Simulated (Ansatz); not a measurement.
# Where V_H (site 2) puts its levels in the gap of MgH2 (Pbcn), part 2 of 2

Charge states of V_H (site 2) in MgH2 (Pbcn), set against the band edges. Model: a cell of 72 host atoms with 1 H taken out.

Ansatz; place-levels on LDA runs: charge-transition levels and formation energies with image-charge correction and potential alignment at the atomic sites.

So far. Step 3 (Placing the levels, LDA): Under LDA the gap is 3.32 eV, (+1/0) 2.27, (0/−1) 2.62 eV.

**4. The same at the relaxations' own k-points**

The relaxations' own energies give the levels at their sampling, for comparison.

The input, levels.relax_mesh.yaml:

```yaml
host:
  run: host.relax.run
states: [qm1.relax.run, q0_M1.relax.run, qp1.relax.run]
chemical_potentials:
  H:
    energy: -15.478237
    dataset: "<sha256 of the dataset>"
```

Run with:

```bash
$ ansatz place-levels levels.relax_mesh.yaml -- --threads 4 --pin off --max-ram 6594MiB
```

Numbers of over 12 decimals in the logs are rounded to 6 here.

The program printed:

```text
(+1/0) 2.187 eV above the valence edge, 1.151 eV under the conduction edge
(0/-1) 2.470 eV above the valence edge, 0.868 eV under the conduction edge
formation energy of charge +1: -0.625 eV with the Fermi level at the valence edge
formation energy of charge 0: +1.562 eV with the Fermi level at the valence edge
formation energy of charge -1: +4.032 eV with the Fermi level at the valence edge
  edges by lda, gap 3.338 eV; the host is sampled to repeats of 6.93 Å
[... the lines on each state left out ...]
```

Elapsed: 0.1 s, on 4 threads of Arm Neoverse V2, shared host.

Levels between neighbouring charges, in eV above the valence top:

```
                       gap (eV)  (+1/0)  (0/−1)
the zone centre alone      3.34    2.19    2.47
 a 2×2×2 shifted mesh      3.32    2.27    2.62
```

Going from the zone centre alone to a 2×2×2 shifted mesh moves the levels that carry no band-filling term by up to 0.15 eV and formation energies against the elements by up to 0.15 eV.

**5. place-levels, r2SCAN**

r2SCAN on the same structure is run to see how far the result rests on the functional, though not on the errors that semilocal functionals share; the sampling changes too, to the zone centre alone, so differences hold both changes.

The input, qm1.r2scan/input.yaml:

```yaml
crystal:
  checkpoint: "../qm1.relax.run"
  host: checkpoint
total_charge: -1
basis:
  ecutwfc: 500
  xc_grid: 2
hamiltonian:
  xc: r2scan
kpoints:
  mp_grid: { grid: [1, 1, 1] }
scf:
  occupations: { method: fermi_dirac, width: 0.01 }
  max_iter: 100
output:
  forces: true
  eigenvalues: true
  charged_corrections:
    epsilon: [4.33, 4.44, 4.44]
    static_epsilon: [11.73, 11.23, 11.76]
    defect_position: [0.460413, 0.648518, 0.290094]
  eigenstates: { localisation: true }
  populations: true
  band_densities: [{ bands: [v1, v1] }, { bands: [c1, c1] }]
  write_density: true
  write_potential: true
  volumetric_format: npy
checkpoint:
  write: "../qm1.r2scan.run"
  compress: false
  write_wavefunctions: false
  write_every: 100000
```

Run time: 8.2 s. Hardware: 4 threads; peak memory 0.98 GiB.

The input, levels.r2scan.yaml:

```yaml
host:
  run: host.r2scan.run
states: [qm1.r2scan.run, q0_M1.r2scan.run, qp1.r2scan.run]
geometry_from:
  qm1.r2scan.run: qm1.relax.run
  q0_M1.r2scan.run: q0_M1.relax.run
  qp1.r2scan.run: qp1.relax.run
  host.r2scan.run: host.relax.run
chemical_potentials:
  H:
    energy: -15.945667
    dataset: "<sha256 of the dataset>"
```

Run with:

```bash
$ ansatz place-levels levels.r2scan.yaml -- --threads 4 --pin off --max-ram 6594MiB
```

The program printed:

```text
(+1/0) 2.517 eV above the valence edge, 1.834 eV under the conduction edge
(0/-1) 3.307 eV above the valence edge, 1.044 eV under the conduction edge
formation energy of charge +1: -1.087 eV with the Fermi level at the valence edge
formation energy of charge 0: +1.430 eV with the Fermi level at the valence edge
formation energy of charge -1: +4.738 eV with the Fermi level at the valence edge
  edges by r2scan, gap 4.351 eV; the host is sampled to repeats of 6.93 Å
[... the lines on each state left out ...]
```

The job ended after 0.17 s (4 threads).

Under r2SCAN the gap is 4.35 eV, (+1/0) 2.52, (0/−1) 3.31 eV.

**6. place-levels, PBEsol**

PBEsol on the same structure is run to see how far the result rests on the functional, though not on the errors that semilocal functionals share.

The input, qm1.pbesol/input.yaml:

```yaml
crystal:
  checkpoint: "../qm1.relax.run"
  host: checkpoint
total_charge: -1
basis:
  ecutwfc: 420
  xc_grid: 2
hamiltonian:
  xc: pbesol
kpoints:
  mp_grid: { grid: [1, 1, 1] }
scf:
  occupations: { method: fermi_dirac, width: 0.01 }
  max_iter: 100
output:
  forces: true
  eigenvalues: true
  charged_corrections:
    epsilon: [4.33, 4.44, 4.44]
    static_epsilon: [11.73, 11.23, 11.76]
    defect_position: [0.460413, 0.648518, 0.290094]
checkpoint:
  read: "../qm1.relax.run"
  write: "../qm1.pbesol.run"
  compress: false
  write_wavefunctions: false
  write_every: 100000
```

It took 3.1 s on 4 threads; peak memory 0.72 GiB; 11 s of CPU time.

The input, levels.pbesol.yaml:

```yaml
host:
  run: host.pbesol.run
states: [qm1.pbesol.run, q0_M1.pbesol.run, qp1.pbesol.run]
geometry_from:
  qm1.pbesol.run: qm1.relax.run
  q0_M1.pbesol.run: q0_M1.relax.run
  qp1.pbesol.run: qp1.relax.run
  host.pbesol.run: host.relax.run
chemical_potentials:
  H:
    energy: -15.609288
    dataset: "<sha256 of the dataset>"
```

Run with:

```bash
$ ansatz place-levels levels.pbesol.yaml -- --threads 4 --pin off --max-ram 6594MiB
```

The program printed:

```text
(+1/0) 2.145 eV above the valence edge, 1.318 eV under the conduction edge
(0/-1) 2.597 eV above the valence edge, 0.866 eV under the conduction edge
formation energy of charge +1: -0.812 eV with the Fermi level at the valence edge
formation energy of charge 0: +1.333 eV with the Fermi level at the valence edge
formation energy of charge -1: +3.930 eV with the Fermi level at the valence edge
  edges by pbesol, gap 3.463 eV; the host is sampled to repeats of 6.93 Å
[... the lines on each state left out ...]
```

Run time: 0.17 s. Hardware: 4 threads.

Under PBEsol the gap is 3.46 eV, (+1/0) 2.14, (0/−1) 2.60 eV; the stage before (r2SCAN) gave a gap of 4.35 eV and levels within 0.71 eV of these.

**7. Side by side**

Levels between neighbouring charges, in eV above each run's own valence top:

```
                                             gap (eV)  (+1/0)  (0/−1)  CPU time a state at this stage (restarts are quicker than cold starts)
                    LDA, 2×2×2 shifted mesh      3.32    2.27    2.62                                                                 2.5 min
r2SCAN on LDA structures, zone centre alone      4.35    2.52    3.31                                                                    69 s
PBEsol on LDA structures, zone centre alone      3.46    2.14    2.60                                                                    16 s
```

**8. What came out**

| Property | Result |
| --- | --- |
| gap of the host | 3.32 eV (LDA) |
| level (plus 1/0) | 2.27 eV above the valence top |
| level (0/minus 1) | 2.62 eV above the valence top |
| lowest of the charges placed, just above the valence top (0.02 eV) | +1 |
| lowest of the charges placed, just below the conduction bottom (0.02 eV) | −1 |
| lowest formation energy at mid-gap of the charges run, H-rich | 0.96 eV |
| lowest formation energy at mid-gap of the charges run, Mg-rich | 0.50 eV |

In words: Of the charges placed (−1, 0 and +1), the lowest changes at 2.27 eV (+1/0) and 2.62 eV (0/−1) above the valence top, in a gap of 3.32 eV. Charges above +1 and below −1 were not placed, so these runs say nothing of levels that involve them. States placed: +1 at 0 μB; 0 at 1 μB; −1 at 0 μB. Other spin states or structures, where not listed, weren't placed. Going from the zone centre alone to a 2×2×2 shifted mesh moves the levels that carry no band-filling term by up to 0.15 eV and formation energies against the elements by up to 0.15 eV. What this leaves open: the images are only 6.9 Å apart; LDA makes the gap too small and tends to spread out bound carriers; force components of up to 0.15 eV/Å remain in a run at the final settings.

[Logs are printed without paths, hosts, clocks, repeated set-up lines and the standing remarks that a program may print on its own settings, such as how far it seeks lower states.]

[Hosts, paths, dates, database ids (printed as entryN), source tags and the programs' standing remarks are cut or masked in the printed files.]

[Where a table of states has a column of steps, it counts the stored structures, which are thinned; the runs took as many ionic steps or more.]

[A defect's name tells the site on which it was built; relaxed atoms can leave that site.]

[For some hosts the program warned that the k-mesh of the response run may be too coarse for force constants and the static dielectric constant; such warnings are not shown here.]
